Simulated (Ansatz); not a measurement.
# Rb (omega (AlB2-type)): energy against volume

All numbers below come from DFT, PBE, plane waves (420 eV) with PAW, scalar-relativistic in Ansatz.

The cell is scaled uniformly from the relaxed one, with fractional coordinates and shape fixed. Energies are extrapolated to zero smearing, pressures are those at the given smearing. Magnetic state: spin not included.

A Birch-Murnaghan fit gives V₀ = 91.80 Å³/atom, B₀ = 2.7 GPa, B₀′ = 3.8.

(1) What are the energy above the minimum and the pressure at 80.644 Å³/atom?

(2) What are the energy above the minimum and the pressure at 84.309 Å³/atom?

(3) What are the energy above the minimum and the pressure at 102.638 Å³/atom?

## Answers

(1) 14.1 meV/atom and 0.45 GPa as computed.

(2) 5.9 meV/atom and 0.28 GPa as computed.

(3) 9.1 meV/atom and -0.24 GPa as computed.
